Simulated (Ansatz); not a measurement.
# A convergence test on InP (F-43m): wavefunction cutoff

Wanted: the cheapest wavefunction cutoff that holds the PBE gap of InP (F-43m).

Program: Ansatz 0.2.0. Level of theory: DFT, PBE, plane waves, PAW; PAW set soft_1. Results are calculated unless marked as measured.

## Step 1: Set-up

It takes space group F-43m (No. 216, cubic). Conventional cell: a = 5.869 Å, b = 5.869 Å, c = 5.869 Å, α = 90.00°, β = 90.00°, γ = 90.00°. Nearest to In lie 4 P at 2.54 Å. Nearest to P lie 4 In at 2.54 Å. Farther neighbours are not listed.

The cell and positions come from the Crystallography Open Database and are kept as given unless a step says otherwise.

## Step 2: Wavefunction cutoff: 190 eV

The input, input.yaml:

```yaml
crystal:
  lattice:
    - [0.0, 2.93435, 2.93435]
    - [2.93435, 0.0, 2.93435]
    - [2.93435, 2.93435, 0.0]
  atoms:
    - { symbol: In, position: [0.0, 0.0, 0.0] }
    - { symbol: P, position: [0.25, 0.25, 0.25] }
kpoints:
  mp_grid: { grid: [8, 8, 8] }
  band_path:
    path:
      - [0.0, 0.0, 0.0]
      - [-0.5, -0.5, 0.0]
      - [-0.375, -0.375, 0.25]
      - [-0.375, 0.0, 0.375]
      - [0.0, 0.0, 0.5]
      - [-0.5, -0.25, 0.25]
    npoints: 1
hamiltonian:
  xc: pbe
  pseudopotentials: { kind: paw, azcp: { folder: soft_1 } }
scf:
  occupations: { method: fermi_dirac, width: 0.02 }
  n_extra_bands: 4
  max_iter: 80
output:
  eigenvalues: true
  write_density: true
  write_potential: true
  elf: true
  volumetric_format: npy
basis:
  ecutwfc: 190.0
```

Command:

```bash
$ ansatz run input.yaml --threads 3 --pin off --max-ram 92160MiB --backend cuda --events-out ev --progress --plain --runs-dir out --devices 1 --max-vram 13GiB
```

Numbers of over 12 decimals in the logs are rounded to 6 here.

The program printed:

```text
Warning: basis.ecutwfc = 190 eV is below the records' recommended 420 eV, and the density's cutoff is lower with it unless basis.ecutrho_ratio is high enough to keep the records' density cutoff: compare with a run at a higher cutoff
scf.n_extra_bands = 4 over 9 filled bands (N_el = 18.0): the run solves 13 bands
GPUs: using 1 of 1 available (devices: 1).
Engine: ansatz 0.2.0, x86_64-unknown-linux-gnu
Pseudopotentials: kind: paw
Pseudopotential: In, paw, valence charge 13, recommended cutoff 420 eV (normal), soft_1/In.paw.azcp
Pseudopotential: P, paw, valence charge 5, recommended cutoff 420 eV (normal), soft_1/P.paw.azcp
Functional definition: PBE
  parameter kappa = 0.804
  parameter beta = 0.066725
  exchange = pbe_x(kappa = kappa, mu = beta*pi^2/3)
  correlation = pbe_c(beta = beta)
device memory: the entry about to start is reckoned to put 0.6 GiB on a device that reports 38.0 GiB free (of which the cap on the GPU budget leaves the run 13.0 GiB)
GPU FFT provider: cuFFT
GPU libraries: cuBLAS 13.8.2, cuFFT 12.4.0, cuSOLVER 12.3.4
Crystal: 2 atoms, lattice volume = 50.532 Å³
Basis set: ecut = 190 eV, 307 PW (Γ)
Bands: 13, of which v1, the nominal top of the filled ones, is band 9 counted from 1 (8 counted from 0)
Symmetry: 24 space group operations
Space group: F-43m (ITA 216), of the structure as read, at distance tolerance 3.7e-5 Å
k-points: 29 of 512 (time reversal used)
Non-local potential: In, projectors of the file, l = 0: 2, l = 1: 2, l = 2: 2, l = 3: 1
Non-local potential: P, projectors of the file, l = 0: 2, l = 1: 2, l = 2: 1
PAW form: soft (Blöchl's): semilocal exchange-correlation on the pseudo side does not see the compensation charge
PAW one-centre angular grid: In, 590 points (default); XC on 64 Gauss nodes
PAW one-centre angular grid: P, 110 points (default); XC on 64 Gauss nodes
Initial density: superposition of atomic densities (chi_scale 0.1, normalization cell, long waves kept (reshape's long-wave potential 0.00 eV rms))
Initial wavefunctions: pseudopotential atomic-orbital guess
GPU buffer pool allocated for 8000 grid points (all kernels)
GPU transforms: local potential and band sums: pruned to the plane-wave sphere, on 18×20×20
Functional: x = pbe(κ = 0.804, μ = 0.219515), c = pbe(β = 0.066725)
SCF iter   1: F=—  HF=-6346.771518 eV  |F-HF|=—  |Δ(HF+E_count)|=         —  Δρ=5.86e-2  dr2=1.75e0  ethr=3.10e-3  ⟨swp⟩=5.8  Hψ=2335  notcnv=0
preconditioner: auto → none  [insulator: Δε(μ)=1.056 eV  Ē_g=14.226 eV  σ=0.020 eV  W_gap=1.00  n_scr=14 (ndim 8)  ℏωp=22.2 eV  f_vac=0.000  D(μ)=0.00/eV (n_scr^D=0)  ε∞_Penn≈3.4]
SCF iter   2: F=—  HF=-6345.870409 eV  |F-HF|=—  |Δ(HF+E_count)|=   9.01e-1  Δρ=1.76e-2  dr2=1.58e-1  ethr=3.10e-3  ⟨swp⟩=2.8  Hψ=1035  notcnv=0
SCF iter   3: F=—  HF=-6345.828043 eV  |F-HF|=—  |Δ(HF+E_count)|=   4.24e-2  Δρ=6.87e-3  dr2=1.88e-2  ethr=8.76e-4  ⟨swp⟩=2.0  Hψ=572  notcnv=0
SCF iter   4: F=—  HF=-6345.826827 eV  |F-HF|=—  |Δ(HF+E_count)|=   1.22e-3  Δρ=9.68e-4  dr2=2.72e-4  ethr=1.04e-4  ⟨swp⟩=3.0  Hψ=986  notcnv=0
SCF iter   5: F=—  HF=-6345.827024 eV  |F-HF|=—  |Δ(HF+E_count)|=   1.97e-4  Δρ=2.89e-4  dr2=2.74e-5  ethr=1.51e-6  ⟨swp⟩=3.0  Hψ=670  notcnv=0
SCF iter   6: F=—  HF=-6345.827033 eV  |F-HF|=—  |Δ(HF+E_count)|=   9.13e-6  Δρ=1.63e-5  dr2=9.22e-8  ethr=5.56e-10  ⟨swp⟩=3.1  Hψ=1705  notcnv=0
SCF iter   7: F=-6345.827033 eV  HF=-6345.827033 eV  |F-HF|=4.66e-10  |Δ(HF+E_count)|=   2.37e-7  Δρ=2.19e-6  dr2=2.95e-9  ethr=5.12e-10  ⟨swp⟩=1.0  Hψ=986  notcnv=0
SCF 1 converged in 7 iterations: F = -6345.827033 eV  dr2 = 2.95e-9
[...]
device memory: the entry about to start is reckoned to put 0.6 GiB on a device that reports 38.0 GiB free (of which the cap on the GPU budget leaves the run 13.0 GiB)
NSCF: frozen V_eff on 6 k-points
SCF converged after 7 iterations
Free energy (F): -6345.827033 eV
Harris-Foulkes:  -6345.827033 eV  (|F-HF|=4.66e-10)
Internal energy: -6345.827033 eV  (E = F + TS)
E sigma→0 (E₀):  -6345.827033 eV
Fermi energy:    7.372677 eV
--- Per-component energies (eV) ---
  E_band       = -62.683359
  E_kinetic    = 314.608793
  E_local      = -1317.536070  (includes V_loc(G=0)·N_el)
  E_nonlocal   = 335.244762
  E_hartree    = 521.534712
  E_xc         = -220.771206
  E_vxc        = -156.454927  (∫ρ·V_xc dr)
  E_paw        = -4759.809539  (= ΣΔE_a)
  E_vpaw       = -281.624570  (= ΣTr[D̂ρ^β])
  E_aug_tail   = 0.008176  (compensation charges beyond the density's cutoff)
  E_ewald      = -1219.106662
  E_smearing   = -0.000000  (= −TS)
  E_closure    = 0.000000  (closes the sum)
  Σ components = -6345.827033   (vs F -6345.827033, Δ=0.00e0)
--- Band table (eV; the first three rows and the last of 29) ---
  k-point 0: bands = [... 5 lower, -4.3936, 6.9937, 6.9937, 6.9937, 7.7297, 11.2967, 11.2967, 11.2967]
  k-point 1: bands = [... 5 lower, -4.2338, 5.4544, 6.8180, 6.8180, 8.6838, 11.3563, 11.5527, 11.5527]
  k-point 2: bands = [... 5 lower, -3.7434, 3.5699, 6.4732, 6.4732, 8.8227, 11.9613, 11.9613, 12.3694]
  k-point 28: bands = [... 5 lower, -1.9446, 1.2957, 4.1260, 4.1910, 11.2596, 11.3367, 12.7665, 13.2835]
```

It took 3.7 s on 1 × NVIDIA H100 80GB HBM3 (shared by 6 runs) with 3 threads of AMD EPYC 7R13 (Zen 3), shared host; peak memory 0.91 GiB; 2.8 s of CPU time.

Reading the cycles: dr2 is the Hartree energy of the density residual (eV), the measure of convergence; HF is the Harris–Foulkes estimate of the energy, which meets the free energy F at convergence.

This step gave:

```yaml
gap: 0.7359 eV
valence_top_at: Γ
conduction_bottom_at: Γ
least_direct_gap: 0.7359 eV
```

The gap is direct, at Γ.

## Step 3: Wavefunction cutoff: 290 eV

Changes to input.yaml since step 2:

```diff
@@ -23,3 +23,3 @@
 scf:
-  occupations: { method: fermi_dirac, width: 0.02 }
+  occupations: { method: fixed }
   n_extra_bands: 4
@@ -28,7 +28,3 @@
   eigenvalues: true
-  write_density: true
-  write_potential: true
-  elf: true
-  volumetric_format: npy
 basis:
-  ecutwfc: 190.0
+  ecutwfc: 290.0
```

The program printed:

```text
[...]
GPUs: using 1 of 1 available (devices: 1).
[...]
GPU FFT provider: cuFFT
GPU libraries: cuBLAS 13.8.2, cuFFT 12.4.0, cuSOLVER 12.3.4
Crystal: 2 atoms, lattice volume = 50.532 Å³
Basis set: ecut = 290 eV, 537 PW (Γ)
Bands: 13, of which v1, the nominal top of the filled ones, is band 9 counted from 1 (8 counted from 0)
Symmetry: 24 space group operations
[...]
Fermi energy:    6.980378 eV
[...]
--- Band table (eV; the first three rows and the last of 29) ---
  k-point 0: bands = [... 5 lower, -4.5022, 6.9804, 6.9804, 6.9804, 7.6861, 11.0849, 11.0849, 11.0849]
  k-point 1: bands = [... 5 lower, -4.3266, 5.4449, 6.7959, 6.7959, 8.6282, 11.2277, 11.3580, 11.3580]
  k-point 2: bands = [... 5 lower, -3.8332, 3.5512, 6.4268, 6.4268, 8.7723, 11.7770, 11.7770, 12.2939]
  k-point 28: bands = [... 5 lower, -2.0624, 1.3988, 4.0473, 4.0909, 11.2727, 11.3463, 12.5513, 13.1960]
[key lines of the parts left out:]
SCF converged after 7 iterations
Free energy (F): -6353.953728 eV
```

Wall time 3.8 s (1 × NVIDIA H100 80GB HBM3 (shared by 6 runs) with 3 threads); peak memory 0.87 GiB.

This step gave:

```
gap                  : 0.7057 eV
valence top at       : Γ
conduction bottom at : Γ
least direct gap     : 0.7057 eV
```

The gap is 0.706 eV, −0.030 eV from the run before at this level.

## Step 4: Wavefunction cutoff: 420 eV (the default)

input.yaml, the sections that differ from step 3:

```yaml
kpoints:
  mp_grid: { grid: [8, 8, 8] }
  band_path:
    path:
      - [[0.0, 0.0, 0.0], [-0.5, -0.5, 0.0], [-0.375, -0.375, 0.25]]
      - [[-0.375, 0.0, 0.375], [0.0, 0.0, 0.0], [0.0, 0.0, 0.5], [-0.5, -0.25, 0.25], [-0.5, -0.5, 0.0]]
    npoints: 10
scf:
  occupations: { method: fermi_dirac, width: 0.02 }
  n_extra_bands: 4
output:
  eigenvalues: true
  write_density: true
  write_potential: true
  elf: true
  volumetric_format: npy
# crystal, hamiltonian: as in step 3
# basis: removed
```

The program printed:

```text
[...]
GPUs: using 1 of 1 available (devices: 1).
[...]
GPU FFT provider: cuFFT
GPU libraries: cuBLAS 13.8.2, cuFFT 12.4.0, cuSOLVER 12.3.4
Crystal: 2 atoms, lattice volume = 50.532 Å³
Basis set: ecut = 420 eV, 965 PW (Γ)
Bands: 13, of which v1, the nominal top of the filled ones, is band 9 counted from 1 (8 counted from 0)
Symmetry: 24 space group operations
[...]
Fermi energy:    7.337387 eV
[...]
--- Band table (eV; the first three rows and the last of 29) ---
  k-point 0: bands = [... 5 lower, -4.5095, 6.9803, 6.9803, 6.9803, 7.6725, 11.0695, 11.0695, 11.0695]
  k-point 1: bands = [... 5 lower, -4.3320, 5.4422, 6.7956, 6.7956, 8.6206, 11.2196, 11.3450, 11.3450]
  k-point 2: bands = [... 5 lower, -3.8367, 3.5492, 6.4268, 6.4268, 8.7666, 11.7666, 11.7666, 12.2889]
  k-point 28: bands = [... 5 lower, -2.0714, 1.3995, 4.0456, 4.0881, 11.2704, 11.3442, 12.5400, 13.1851]
[key lines of the parts left out:]
SCF converged after 7 iterations
Free energy (F): -6354.052871 eV
```

Wall time 7.2 s (1 × NVIDIA H100 80GB HBM3 (shared by 6 runs) with 3 threads); peak memory 0.89 GiB.

Numbers from this step:

* gap: 0.6922 eV
* valence top at: Γ
* conduction bottom at: Γ
* least direct gap: 0.6922 eV

The gap is 0.692 eV, −0.014 eV from the run before at this level.

## Step 5: Wavefunction cutoff: 630 eV

input.yaml, the sections that differ from step 4:

```yaml
kpoints:
  mp_grid: { grid: [8, 8, 8] }
  band_path:
    path:
      - [0.0, 0.0, 0.0]
      - [-0.5, -0.5, 0.0]
      - [-0.375, -0.375, 0.25]
      - [-0.375, 0.0, 0.375]
      - [0.0, 0.0, 0.5]
      - [-0.5, -0.25, 0.25]
    npoints: 1
scf:
  occupations: { method: fixed }
  n_extra_bands: 4
  max_iter: 80
output:
  eigenvalues: true
basis:
  ecutwfc: 630.0
# crystal, hamiltonian: as in step 4
```

The program printed:

```text
[...]
GPUs: using 1 of 1 available (devices: 1).
[...]
GPU FFT provider: cuFFT
GPU libraries: cuBLAS 13.8.2, cuFFT 12.4.0, cuSOLVER 12.3.4
Crystal: 2 atoms, lattice volume = 50.532 Å³
Basis set: ecut = 630 eV, 1837 PW (Γ)
Bands: 13, of which v1, the nominal top of the filled ones, is band 9 counted from 1 (8 counted from 0)
Symmetry: 24 space group operations
[...]
Fermi energy:    6.980013 eV
[...]
--- Band table (eV; the first three rows and the last of 29) ---
  k-point 0: bands = [... 5 lower, -4.5096, 6.9800, 6.9800, 6.9800, 7.6724, 11.0693, 11.0693, 11.0693]
  k-point 1: bands = [... 5 lower, -4.3322, 5.4420, 6.7953, 6.7953, 8.6204, 11.2194, 11.3448, 11.3448]
  k-point 2: bands = [... 5 lower, -3.8369, 3.5491, 6.4266, 6.4266, 8.7664, 11.7664, 11.7664, 12.2887]
  k-point 28: bands = [... 5 lower, -2.0717, 1.3995, 4.0455, 4.0880, 11.2701, 11.3440, 12.5398, 13.1848]
[key lines of the parts left out:]
SCF converged after 7 iterations
Free energy (F): -6354.054026 eV
```

The job ended after 6.6 s (1 × NVIDIA H100 80GB HBM3 (shared by 6 runs) with 3 threads; peak memory 0.88 GiB; 5.8 s of CPU time).

Numbers from this step:

```
gap                  : 0.6923 eV
valence top at       : Γ
conduction bottom at : Γ
least direct gap     : 0.6923 eV
```

The gap is 0.692 eV, as in the run before at this level.

## Step 6: The series

Differences are against the last row; a negative gap means that bands overlap, and a run with a band path holds that path's time. Times are wall times on 1 × NVIDIA H100 80GB HBM3 (shared by 6 runs) with 3 threads of AMD EPYC 7R13 (Zen 3), shared host, good to a factor of about two.

```tsv
wavefunction cutoff	gap (eV)	direct gap (eV)	gap error (eV)	energy error (meV/atom)	irreducible k	time
190 eV	0.736	0.736	+0.044	+4113.5	29	3.7 s
290 eV	0.706	0.706	+0.013	+50.1	29	3.8 s
420 eV	0.692	0.692	−0.0001	+0.6	29	7.2 s
630 eV	0.692	0.692	+0.000	+0.0	29	6.6 s
```

## Step 7: What came out

```
190 eV : 0.736 eV
290 eV : 0.706 eV
420 eV : 0.692 eV
630 eV : 0.692 eV
```

The gap holds to 0.02 eV from 290 eV on. At 190 eV the gap is off by +0.044 eV and the energy by +4113 meV/atom.

[Paths, hosts, dates, memory and timing lines, banners, echoed tables and standing remarks are left out of the program output.]

[Logs are printed without paths, hosts, clocks, repeated set-up lines and the standing remarks that a program may print on its own settings, such as how far it seeks lower states.]

[Runs of the session that timed out or met a known fault of the program may be left out.]

[Cells called generated may have been cut or substituted from an entry of the Crystallography Open Database or the Materials Project.]

[Hosts, paths, dates, database ids (printed as entryN), source tags and the programs' standing remarks are cut or masked in the printed files.]
